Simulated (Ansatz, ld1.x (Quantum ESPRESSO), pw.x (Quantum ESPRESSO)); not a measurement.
# Cr: does the TM potential hold in the solid?

ld1.x (Quantum ESPRESSO) 7.5 input, shortened:

```
&input
   title='Cr', zed=24., rel=1, dft='PBESOL', iswitch=3,
   config='[Ar] 3d5 4s1 4p0'
 /
 &inputp
   pseudotype=2, tm=.true., lloc=0,
   nlcc=.false.
 /
3
4P  2  1   0.00   0.00  3.06  3.06  0.0
3D  3  2   5.00   0.00  1.75  1.75  0.0
4S  1  0   1.00   0.00  2.75  2.75  0.0
 &test
   configts(1)='3d5 4s1 4p0'
 /
```

Atomic tests: cutoffs needed: 80 Ry and 90 Ry (the cutoffs (Ry, on a coarse ladder) from which the occupation-weighted sum of valence levels, in a spherical-Bessel basis at the reference potential, stays within 10 and 1 mRy of its value at 400 Ry); ghost test: no extra level below or beside the all-electron valence levels (p, d, s, f tested) (spherical-Bessel basis up to 400 Ry, 20 bohr box); configuration tests: 1 of 7 tests not solved or not reliable.

Crystal test: fcc Cr in pw.x 7.5, no spin, 16³ k-points, Fermi–Dirac smearing 0.01 Ry, cutoffs 110/440 Ry. The reference is all-electron LAPW (Ansatz 0.2.0) with the same functional, mesh and smearing; V0 and B0 come from Birch–Murnaghan fits to the pressures at five volumes. Errors are pseudo minus all-electron; Δ is the rms difference of the E(V) curves that follow from these fits, minima aligned, over ±6 % about the mean V0. Mesh and smearing are coarse, so the numbers serve the comparison and aren't converged zero-temperature values; the lattice is a test structure that the element need not adopt. Spin polarisation and strong correlation are left out, which matters for this element.

All-electron: a0 = 3.582 Å (V0 = 11.49 Å³/atom), B0 = 256.5 GPa.

Task: How far does the potential miss the all-electron equation of state?

Result: mean pressure error (GPa): +17.26. The pressure does not cross zero within the volumes sampled, so no fit is given. The largest radius (3.06 bohr) exceeds half the bond length (2.40 bohr), so the spheres overlap, which is one possible source of error among others. This is a poor potential for the solid. Atomic configuration tests: 1 of 7 tests not solved or not reliable.

| V (Å³/atom) | P all-electron (GPa) | P pseudo (GPa) |
| --- | --- | --- |
| 10.944 | 13.84 | 33.85 |
| 11.232 | 6.14 | 24.66 |
| 11.520 | -0.63 | 16.51 |
| 11.808 | -6.59 | 9.30 |
| 12.096 | -11.83 | 2.93 |

Task: At the middle volume, how do free energy and pressure move when the wave cutoff is lowered (ecutrho kept at four times it)?

Result:

```tsv
cutoff (Ry)	shift of F (meV/atom)	shift of P (GPa)
50	+3759.6	-242.55
66	+301.8	-33.66
88	+2.0	-0.12
```

Input at the middle volume:

```
&control
  calculation='scf', prefix='x', pseudo_dir='./', outdir='./tmp', tstress=.true., disk_io='none'
/
&system
  ibrav=0, nat=1, ntyp=1, ecutwfc=110, ecutrho=440, nbnd=10,
  occupations='smearing', smearing='fd', degauss=0.01
/
&electrons
  conv_thr=1e-09, mixing_beta=0.4, electron_maxstep=70
/
ATOMIC_SPECIES
Cr 1.0 Cr.UPF
CELL_PARAMETERS angstrom
  0.00000000 1.79256190 1.79256190
  1.79256190 0.00000000 1.79256190
  1.79256190 1.79256190 0.00000000
ATOMIC_POSITIONS crystal
Cr 0.0000 0.0000 0.0000
K_POINTS automatic
16 16 16 0 0 0
```

```bash
pw.x < Cr.scf.in > Cr.scf.out
```

Lines of the output:

```
Message from routine setup:
     using ibrav=0 with symmetry is DISCOURAGED, use correct ibrav instead
     lattice parameter (alat)  =       4.7906  a.u.
     unit-cell volume          =      77.7408 (a.u.)^3
     number of electrons       =         6.00
     number of Kohn-Sham states=           10
     kinetic-energy cutoff     =     110.0000  Ry
     charge density cutoff     =     440.0000  Ry
     scf convergence threshold =      1.0E-09
     Exchange-correlation= PBESOL
     number of k points=   145  Fermi-Dirac smearing, width (Ry)=  0.0100
     iteration #  1     ecut=   110.00 Ry     beta= 0.40
     total energy              =     -19.64423806 Ry
     estimated scf accuracy    <       0.29872879 Ry
     iteration #  2     ecut=   110.00 Ry     beta= 0.40
     total energy              =     -19.68235309 Ry
     estimated scf accuracy    <       0.00617954 Ry
     iteration #  3     ecut=   110.00 Ry     beta= 0.40
     total energy              =     -19.68400045 Ry
     estimated scf accuracy    <       0.00066053 Ry
     iteration #  4     ecut=   110.00 Ry     beta= 0.40
     total energy              =     -19.68421332 Ry
     estimated scf accuracy    <       0.00006662 Ry
     iteration #  5     ecut=   110.00 Ry     beta= 0.40
     total energy              =     -19.68423582 Ry
     estimated scf accuracy    <       0.00000970 Ry
     iteration #  6     ecut=   110.00 Ry     beta= 0.40
     total energy              =     -19.68423782 Ry
     estimated scf accuracy    <       0.00000012 Ry
     iteration #  7     ecut=   110.00 Ry     beta= 0.40
     total energy              =     -19.68423787 Ry
     estimated scf accuracy    <       0.00000007 Ry
     iteration #  8     ecut=   110.00 Ry     beta= 0.40
     total energy              =     -19.68423788 Ry
     estimated scf accuracy    <          5.8E-09 Ry
     iteration #  9     ecut=   110.00 Ry     beta= 0.40
     the Fermi energy is    13.2773 ev
!    total energy              =     -19.68423788 Ry
     estimated scf accuracy    <          1.0E-11 Ry
     smearing contrib. (-TS)   =      -0.00689342 Ry
     The total energy is F=E-TS. E is the sum of the following terms:
     one-electron contribution =       7.98193729 Ry
     hartree contribution      =       1.79149915 Ry
     xc contribution           =      -5.08806213 Ry
     ewald contribution        =     -24.36271877 Ry
     convergence has been achieved in   9 iterations
          total   stress  (Ry/bohr**3)                   (kbar)     P=      165.10
     Message from routine punch:
     Nothing written, as per user request (disk_io='none')
```

The run at the middle volume (145 k-points, 9 iterations) took about 13 s on one core of a shared host (Neoverse-V2, 96 threads, 742 GiB, load 36).
